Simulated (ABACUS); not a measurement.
Crystal: HgTe (Coloradoite).

```
Hg Te
1.0
     0.00000    3.21450    3.21450
     3.21450    0.00000    3.21450
     3.21450    3.21450    0.00000
Hg Te
1 1
Direct
  0.00000 0.00000 0.00000
  0.75000 0.75000 0.75000
```

Program: ABACUS 3.10.1. Alike in all runs: task single point; potentials or basis SG15 ONCV 1.2 PBE, plane waves; no spin polarisation; cell as given; k mesh 7 × 7 × 7; cutoff (eV) 1129; smearing fermi-dirac 0.05 eV.

Problem. Order these runs on this cell by their pressure, lowest first.
A. level SCAN
B. level BLYP
C. level TPSS

Solution. A (0.7 GPa), C (3.8 GPa), B (7.8 GPa).

Caveats: the potentials were made for another functional, which shifts forces and pressure.
